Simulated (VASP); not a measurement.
Crystal: Na.

```
Na
1.0
     3.70832    0.00000    0.00000
    -1.23611    3.49624    0.00000
    -1.23611   -1.74812    3.02783
Na
1
Direct
  0.00000 0.00000 0.00000
```

```yaml
Program: VASP 6.6.1
Task: relaxation of cell and atoms
Functional: PBEsol
Dispersion: D4
Potentials_or_basis: VASP PAW PBE potentials, release 64 (Na_pv)
Cutoff: 600 eV
k_mesh: 9 × 9 × 9
Occupations: methfessel-paxton, width 0.1 eV
Spin: no spin polarisation
```

At the start: pressure -0.6 GPa; volume 39.26 Å³/atom.

Q: Where does the relaxation end?

A: Over 3 steps the energy falls by 6.5 meV/atom and the volume is 36.06 Å³/atom (-8.1 %); space group Im-3m (No. 229, to 0.05 Å).

The path:
| step | energy change (eV) | largest force (eV/Å) | pressure (GPa) | volume (Å³) |
| --- | --- | --- | --- | --- |
| 1 | 0.0000 | 0.0000 | -0.59 | 39.26 |
| 2 | -0.0027 | 0.0000 | -0.47 | 38.44 |
| 3 | -0.0065 | 0.0000 | -0.04 | 36.06 |

Final structure:
```yaml
crystal:
  lattice:
    - [3.60473, 0.00000, 0.00000]
    - [-1.20158, 3.39857, 0.00000]
    - [-1.20158, -1.69929, 2.94325]
  atoms:
    - { symbol: Na, position: [0.00000, 0.00000, 0.00000] }
```

Caveat: the PAW data sets were made with another functional, which shifts forces and pressure a little; pairwise dispersion overbinds metals, which lowers pressure and volume.
